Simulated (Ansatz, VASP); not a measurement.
Two plane-wave programs on V

File INCAR:

```
SYSTEM = V
PREC = Accurate
ENCUT = 520
EDIFF = 1E-6
ISMEAR = -1
SIGMA = 0.08
LREAL = .FALSE.
LASPH = .TRUE.
NELM = 100
ALGO = Normal
ISIF = 2
LWAVE = .FALSE.
LCHARG = .TRUE.
GGA = PE
LELF = .TRUE.
LVHAR = .TRUE.
NBANDS = 20
```

Contents of KPOINTS:

```
regular mesh
0
G
  14 14 14
  0 0 0
```

Contents of POSCAR:

```
V
1.0
    0.0000000000      2.2378997745      2.2378997745
    2.2378997745      0.0000000000      2.2378997745
    2.2378997745      2.2378997745      0.0000000000
V
2
Direct
   -0.1250000000     -0.1250000000     -0.1250000000
    0.1250000000      0.1250000000      0.1250000000
```

Input for Ansatz:

```yaml
crystal:
  lattice:
    - [0.0, 2.2378997745, 2.2378997745]
    - [2.2378997745, 0.0, 2.2378997745]
    - [2.2378997745, 2.2378997745, 0.0]
  atoms:
    - { symbol: V, position: [-0.125, -0.125, -0.125] }
    - { symbol: V, position: [0.125, 0.125, 0.125] }
kpoints:
  mp_grid: { grid: [14, 14, 14] }
scf:
  occupations: { method: fermi_dirac, width: 0.08 }
hamiltonian:
  xc: pbe
  pseudopotentials: { kind: paw }
output:
  forces: true
  stress: true
  eigenvalues: true
  populations: true
```

Change from the starting cell: volume scaled by 0.6, PAW files.

Alike in both runs: task single point; functional PBE; k mesh 14 × 14 × 14; occupations fermi-dirac, width 0.08 eV; no spin polarisation.

|  | VASP | Ansatz |
| --- | --- | --- |
| version | VASP 6.6.1 | Ansatz 0.2.0 |
| potentials or method | VASP PAW PBE potentials, release 64 (V_sv) | PAW with Ansatz's default frozen-core files, scalar-relativistic |
| plane-wave cutoff (eV) | 520 | 420 |
| valence electrons in the cell | 26 | 26 |

|  | VASP | Ansatz | Ansatz less VASP |
| --- | --- | --- | --- |
| pressure (GPa) | 99.3 | 86.6 | -12.76 |

Caveats: the cell as given lies far from equilibrium; so large a pressure means that the cell lies far from this level's equilibrium, or that cutoff or potentials fall short (VASP).
